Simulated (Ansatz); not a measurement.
Ta2N:

```
CELL_PARAMETERS angstrom
3.11286 0.00000 0.00000
-1.55643 2.69582 0.00000
0.00000 0.00000 4.86984
ATOMIC_POSITIONS crystal
Ta 0.33333 0.66667 0.25471
Ta 0.66667 0.33333 0.74529
N 0.00000 0.00000 0.00000
```

The cell comes from a database or a generator and needn't be the stable form of this composition.

Base run:

| Quantity | Value |
| --- | --- |
| Program | Ansatz 0.2.0 |
| Functional | r2SCAN |
| Potentials or basis | Ansatz PAW |
| Cutoff | 500 eV |
| Density cutoff | 2000 eV |
| k mesh | 10 × 10 × 6 |
| Occupations | fermi-dirac, width 0.05 eV |
| Spin | no spin polarisation |

Its results: band gap on the k mesh none (metal or under the smearing width); pressure -5.3 GPa; largest force 0.102 eV/Å.

Q: After a change of settings the same cell gave: band gap on the k mesh none (metal or under the smearing width); pressure 7.9 GPa; largest force 0.433 eV/Å. Which change was it?
A. functional from r2SCAN to revPBE; cutoff from 500 eV to 420 eV; density cutoff from 2000 eV to 1680 eV
B. functional from r2SCAN to BLYP; cutoff from 500 eV to 420 eV; density cutoff from 2000 eV to 1680 eV
C. functional from r2SCAN to PBEsol; cutoff from 500 eV to 420 eV; density cutoff from 2000 eV to 1680 eV; occupations from fermi-dirac, width 0.05 eV to gaussian, width 0.02 eV
D. functional from r2SCAN to PBEsol; cutoff from 500 eV to 420 eV; density cutoff from 2000 eV to 1680 eV; spin from no spin polarisation to spin-orbit coupling, no magnetisation; potential files from those of the base run to others of the same set

A: B.

Caveats: the PAW data sets come from PBE, with cores solved anew for the run's functional, which leaves a small shift of forces and pressure; the potentials were made for another functional, which shifts forces and pressure (some runs).

Not every run made on this cell is shown here.
